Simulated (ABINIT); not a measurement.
# AlN: single point with PBE

AlN:

```
Al N
1.0
     0.00000    2.18399    2.18399
     2.18399    0.00000    2.18399
     2.18399    2.18399    0.00000
Al N
1 1
Direct
  0.00000 0.00000 0.00000
  0.25000 0.25000 0.25000
```

Measurements of this composition are mostly on another form, of space group No. 186.

```
Program             : ABINIT 10.8.3 (patched build)
Task                : single point
Functional          : PBE
Potentials or basis : PseudoDojo NC SR PBE v0.4.1 standard
Cutoff              : 952 eV
k mesh              : 8 × 8 × 8
Occupations         : fixed
Spin                : no spin polarisation
```

```yaml
Pressure: 3.8 GPa
Band_gap_on_the_k_mesh: 3.33 eV, indirect (least direct gap 4.19 eV)
Valence_electrons_inside_the_program's_atomic_spheres: Al 1.11; N 5.39
```

Levels at points of the mesh, in eV from the valence-band top:
```csv
k point,band 2,band 3,band 4,band 5,band 6
"(0.00, 0.00, 0.00)",0.00,0.00,0.00,4.19,12.59
"(0.50, 0.00, 0.00)",-5.86,-0.48,-0.48,7.39,9.85
"(0.50, 0.50, 0.00)",-4.90,-1.78,-1.78,3.33,8.65
```

It took 2.8 s on 8 MPI ranks on Arm Neoverse V1, with other jobs on the host, peak memory 0.48 GiB a rank.

A k mesh can miss the band edges. Expect the measured gap to be larger: semilocal functionals such as PBE lack the derivative discontinuity.
